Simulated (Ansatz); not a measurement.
Wanted: the native input for an Ansatz 0.2.0 run.

```
Task                : relaxation of cell and atoms
Functional          : PBEsol
Dispersion          : D4
Potentials or basis : Ansatz PAW
Cutoff              : 420 eV (not typed: the program's choice for these potentials)
k mesh              : 7 × 7 × 4
Occupations         : fermi-dirac, width 0.05 eV
Spin                : no spin polarisation
```

The system is TaSi2.

```
CELL_PARAMETERS angstrom
4.78390 0.00000 0.00000
-2.39195 4.14298 0.00000
0.00000 0.00000 6.57000
ATOMIC_POSITIONS crystal
Ta 0.00000 0.50000 0.33333
Ta 0.50000 0.50000 0.66667
Ta 0.50000 0.00000 0.00000
Si 0.31794 0.15897 0.33333
Si 0.15897 0.84103 0.66667
Si 0.84103 0.68206 0.00000
Si 0.68206 0.84103 0.33333
Si 0.84103 0.15897 0.66667
Si 0.15897 0.31794 0.00000
```

The input as run:

input.yaml

```yaml
crystal:
  lattice:
    - [4.7839, 0.0, 0.0]
    - [-2.39195, 4.1429789292, 0.0]
    - [0.0, 0.0, 6.57]
  atoms:
    - { symbol: Ta, position: [0.0, 0.5, 0.3333333333] }
    - { symbol: Ta, position: [0.5, 0.5, 0.6666666667] }
    - { symbol: Ta, position: [0.5, 0.0, 0.0] }
    - { symbol: Si, position: [0.31794, 0.15897, 0.3333333333] }
    - { symbol: Si, position: [0.15897, 0.84103, 0.6666666667] }
    - { symbol: Si, position: [0.84103, 0.68206, 0.0] }
    - { symbol: Si, position: [0.68206, 0.84103, 0.3333333333] }
    - { symbol: Si, position: [0.84103, 0.15897, 0.6666666667] }
    - { symbol: Si, position: [0.15897, 0.31794, 0.0] }
hamiltonian:
  xc: pbesol
  pseudopotentials: { kind: paw }
  dispersion: d4
kpoints:
  mp_grid: { grid: [7, 7, 4] }
scf:
  occupations: { method: fermi_dirac, width: 0.05 }
output:
  forces: true
  stress: true
  eigenvalues: true
relax:
  f_tol: 0.01
  max_steps: 40
  cell: { stress_tol: 0.05 }
```

Potentials or basis: Ansatz PAW.

The run is started by

```console
$ ansatz run input.yaml --threads 4 --pin off --max-ram 11264MiB --backend cpu --events-out ev --progress --plain --runs-dir out
```

Results of the run:

The relaxed volume is 14.11 Å³/atom and the relaxed cell is a = 4.734 Å, b = 4.734 Å, c = 6.542 Å, α = 90.00°, β = 90.00°, γ = 120.00°. The space group after relaxing (to 0.05 Å) is P6_422 (No. 181) and the energy gained by relaxing is 5.9 meV/atom. The ionic steps are 5. The pressure after relaxing is 0.0 GPa. The largest force after relaxing is 0.005 eV/Å and the band gap on the k mesh is none (metal or under the smearing width).

Caveat: the plane-wave basis is chosen anew once the cell has moved, so the energies of steps on either side of that aren't comparable; pairwise dispersion overbinds metals, which lowers pressure and volume; the PAW data sets come from PBE, with cores solved anew for the run's functional, which leaves a small shift of forces and pressure.

It took 18 s on 4 threads of Arm Neoverse V2, with other jobs on the host, peak memory 0.47 GiB.
